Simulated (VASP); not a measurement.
# FeO (Fm-3m) in VASP: notebook, part 2 of 2

VASP 6.6.1.

### Step 3. Single point, PBE+U, non-collinear spin, random start, spin-orbit coupling

Contents of INCAR:

```
SYSTEM = FeO
PREC     = Accurate       ! precision mode
ENCUT    = 520            ! plane-wave cutoff, eV
EDIFF    = 1E-6           ! SCF threshold, eV
ISMEAR   = 0              ! smearing method
SIGMA    = 0.05           ! smearing width, eV
LREAL    = .FALSE.        ! projectors in reciprocal space
LASPH    = .TRUE.         ! aspherical terms in the spheres
NELM     = 100            ! most SCF steps
ALGO     = Fast           ! electronic algorithm
ISIF     = 2              ! what is computed and relaxed
LWAVE    = .FALSE.        ! write WAVECAR
LCHARG   = .FALSE.        ! write CHGCAR
MAGMOM   = 0.06 -0.114 0.14 0 0 0 ! initial moments
LORBIT   = 11             ! projections on sites
LSORBIT  = .TRUE.         ! spin-orbit coupling
GGA_COMPAT= .FALSE.      
LORBMOM  = .TRUE.       
LMAXMIX  = 4              ! l up to which the mixer works
LDAU     = .TRUE.         ! DFT+U
LDAUTYPE = 2            
LDAUL    = 2 -1           ! shell
LDAUU    = 5 0            ! U, eV
LDAUJ    = 0 0          
LDAUPRINT= 1            
GGA      = PE             ! functional
NBANDS   = 26             ! bands
```

Contents of KPOINTS:

```
regular mesh
0
G
  8 8 8
  0 0 0
```

Contents of POSCAR:

```
FeO
1.0
    0.0000000000      2.1554001600      2.1554001600
    2.1554001600      0.0000000000      2.1554001600
    2.1554001600      2.1554001600      0.0000000000
Fe O
1 1
Direct
    0.0000000000      0.0000000000      0.0000000000
    0.5000000000      0.5000000000      0.5000000000
```

Potentials or basis: VASP PAW PBE potentials, release 64 (Fe, O).

The run is started by

```bash
$ cat potpaw_PBE.64/Fe/POTCAR potpaw_PBE.64/O/POTCAR > POTCAR
$ mpirun -np 1 vasp_ncl > vasp.out
```

OUTCAR:

```text
SYSTEM = FeO
   PREC = Accurate
   ENCUT = 520
   EDIFF = 1E-6
   ISMEAR = 0
   LREAL = .FALSE.
   LASPH = .TRUE.
   NELM = 100
   ISIF = 2
   LORBIT = 11
   LSORBIT = .TRUE.
   GGA = PE

 ion  position               nearest neighbor table
   1  0.000  0.000  0.000-   2 2.16   2 2.16   2 2.16   2 2.16   2 2.16   2 2.16
   2  0.500  0.500  0.500-   1 2.16   1 2.16   1 2.16   1 2.16   1 2.16   1 2.16

  LATTYP: Found a face centered cubic cell.
 ALAT       =     4.3108003200

  Lattice vectors:

 A1 = (   0.0000000000,   2.1554001600,   2.1554001600)
 A2 = (   2.1554001600,   0.0000000000,   2.1554001600)
 A3 = (   2.1554001600,   2.1554001600,   0.0000000000)

Analysis of symmetry for initial positions (statically):
=====================================================================
 Subroutine PRICEL returns:
 Original cell was already a primitive cell.

 Routine SETGRP: Setting up the symmetry group for a
 face centered cubic supercell.

[... 1013 lines left out ...]
     0.0000000     0.0000000     0.0000000     0.0000000     0.0000000     0.0000000     0.0000000
     0.0000000     0.0000000     0.0000000     0.0000000     0.0000000     0.0000000     0.0000000
     0.0000000     0.0000000     0.0000000     0.0000000     0.0000000     0.0000000     0.0000000
     0.0000000     0.0000000     0.0000000     0.0000000     0.0000000     0.0000000     0.0000000
     0.0000000     0.0000000     0.0000000     0.0000000     0.0000000     0.0000000     0.0000000
     0.0000000     0.0000000     0.0000000     0.0000000     0.0000000     0.0000000     0.0000000

 Ion:    2  E_soc:     -0.0002645
 l=   1
     0.0000000    -0.0000202    -0.0000605
    -0.0000202     0.0000000    -0.0000515
    -0.0000605    -0.0000515     0.0000000
 l=   2
     0.0000000     0.0000000     0.0000000     0.0000000     0.0000000
     0.0000000     0.0000000     0.0000000     0.0000000     0.0000000
     0.0000000     0.0000000     0.0000000     0.0000000     0.0000000
     0.0000000     0.0000000     0.0000000     0.0000000     0.0000000
     0.0000000     0.0000000     0.0000000     0.0000000     0.0000000
 l=   3
     0.0000000     0.0000000     0.0000000     0.0000000     0.0000000     0.0000000     0.0000000
     0.0000000     0.0000000     0.0000000     0.0000000     0.0000000     0.0000000     0.0000000
     0.0000000     0.0000000     0.0000000     0.0000000     0.0000000     0.0000000     0.0000000
     0.0000000     0.0000000     0.0000000     0.0000000     0.0000000     0.0000000     0.0000000
     0.0000000     0.0000000     0.0000000     0.0000000     0.0000000     0.0000000     0.0000000
     0.0000000     0.0000000     0.0000000     0.0000000     0.0000000     0.0000000     0.0000000
     0.0000000     0.0000000     0.0000000     0.0000000     0.0000000     0.0000000     0.0000000

 total charge

# of ion       s       p       d       tot
------------------------------------------
    1        0.295   0.368   6.136   6.799
    2        1.551   3.479   0.000   5.030
--------------------------------------------------
tot          1.846   3.847   6.136  11.830

 magnetization (x)

# of ion       s       p       d       tot
------------------------------------------
    1        0.009   0.007   1.163   1.179
    2        0.006   0.041   0.000   0.047
--------------------------------------------------
tot          0.015   0.048   1.163   1.227

 magnetization (y)

# of ion       s       p       d       tot
------------------------------------------
    1       -0.017  -0.014  -2.260  -2.292
    2       -0.012  -0.080   0.000  -0.092
--------------------------------------------------
tot         -0.029  -0.094  -2.260  -2.383

 magnetization (z)

# of ion       s       p       d       tot
------------------------------------------
    1        0.021   0.017   2.755   2.793
    2        0.015   0.097   0.000   0.112
--------------------------------------------------
tot          0.035   0.115   2.755   2.905
```

OSZICAR:

```text
N       E                     dE             d eps       ncg     rms          rms(c)
DAV:   1     0.119149118795E+03    0.11915E+03   -0.66407E+03 14136   0.131E+03
DAV:   2     0.161880284561E+01   -0.11753E+03   -0.10623E+03 14018   0.300E+02
DAV:   3    -0.957658663382E+01   -0.11195E+02   -0.10461E+02 15336   0.105E+02
[... 31 lines left out ...]
RMM:  35    -0.133471590991E+02   -0.72888E-04   -0.65396E-05 16635   0.888E-02    0.170E-02
RMM:  36    -0.133467965017E+02    0.36260E-03   -0.38001E-04 21107   0.226E-01    0.272E-02
RMM:  37    -0.133468857112E+02   -0.89209E-04   -0.70883E-05 17964   0.107E-01    0.416E-02
RMM:  38    -0.133469251457E+02   -0.39435E-04   -0.49991E-06 15746   0.334E-02    0.393E-02
RMM:  39    -0.133469247960E+02    0.34968E-06   -0.98481E-07 12121   0.119E-02
   1 F= -.13346925E+02 E0= -.13346925E+02  d E =-.460315E-11  mag=     1.2414    -2.4096     2.9372
```

stdout:

```text
POSCAR found type information on POSCAR FeO
 POSCAR found :  2 types and       2 ions
 scaLAPACK will be used
 LDA part: xc-table for (Slater+PW92), standard interpolation
 POSCAR, INCAR and KPOINTS ok, starting setup
 FFT: planning ... GRIDC
 FFT: planning ... GRID_SOFT
 FFT: planning ... GRID
 WAVECAR not read
 entering main loop
```

It took 10 min on 1 thread of AMD EPYC 9R45 (Zen 5), shared host; peak memory 0.32 GiB.

What came out:

```yaml
Free_energy: -13.3469 eV
Pressure: 8.3 GPa
Net_moment: 4.00 μB per cell
Valence_electrons_inside_the_program's_atomic_spheres: Fe 6.80; O 5.03
```

Moments on the atoms (μB; x, y, z):
```
Fe   1.18 -2.29  2.79
O    0.05 -0.09  0.11
```

Caveat: a cell with one magnetic atom can't hold antiferromagnetic order, which such compounds often take. The state reached can hang on the start; a lower one may exist.
